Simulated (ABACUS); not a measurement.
Ru: single point with AM05

Crystal: Ru.

```xyz
2
Lattice="2.7058 0.0000 0.0000 -1.3529 2.3433 0.0000 0.0000 0.0000 4.2819" Properties=species:S:1:pos:R:3 pbc="T T T"
Ru    1.3529    0.7811    3.2114
Ru    0.0000    1.5622    1.0705
```

```
Program             : ABACUS 3.10.1
Task                : single point
Functional          : AM05
Potentials or basis : GBRV ultrasoft 1.5 PBEsol
Cutoff              : 544 eV
Density cutoff      : 4354 eV
Basis               : plane waves
k mesh              : 9 × 9 × 5
Occupations         : fermi-dirac, width 0.05 eV
Spin                : no spin polarisation
```

```yaml
Pressure: -8.9 GPa
Band_gap_on_the_k_mesh: none (metal or under the smearing width)
```

Stress tensor (GPa, compression positive):
```
-8.80  0.00  0.00
 0.00 -8.80  0.00
 0.00  0.00 -9.13
```

Levels at points of the mesh, in eV from the Fermi level:
```csv
k point,band 12,band 13,band 14,band 15,band 16,band 17,band 18
"(0.00, 0.00, 0.00)",-2.71,-2.52,-2.03,-2.03,-1.48,-1.48,1.10
```

Wall time 9.1 s on 4 MPI ranks on Intel(R) Xeon(R) Platinum 8375C CPU @ 2.90GHz (Ice Lake), with other jobs on the host, peak memory 0.48 GiB a rank.

Caveat: the potentials were made for another functional, which shifts forces and pressure.
